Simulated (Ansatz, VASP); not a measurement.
**Two plane-wave programs on Ir**

```
Ir
1.0
     2.55182    0.00000    0.00000
     0.00000    2.55182    0.00000
     0.00000    0.00000    2.55182
Ir
1
Direct
  0.00000 0.00000 0.00000
```

Alike in both runs: task relaxation of cell and atoms; functional PBE; k mesh 14 × 14 × 14; occupations fermi-dirac, width 0.05 eV; no spin polarisation.

```csv
,VASP,Ansatz
version,VASP 6.6.1,Ansatz 0.2.0
potentials or method,"VASP PAW PBE potentials, release 64 (Ir)","PAW with Ansatz's default frozen-core files, scalar-relativistic"
plane-wave cutoff (eV),600,420
valence electrons in the cell,9,17
```

```tsv
	VASP	Ansatz	Ansatz less VASP
relaxed volume (Å³/atom)	16.99	16.98	-0.016
relaxed cell length with the largest relative difference (Å)	2.571	2.570	-0.0008
energy change over the relaxation (meV/atom)	-7	-6	+0.6
```

The two sets of potentials don't hold the same shells in valence.

The runs have no spin-orbit coupling, so splittings on Ir are missing.
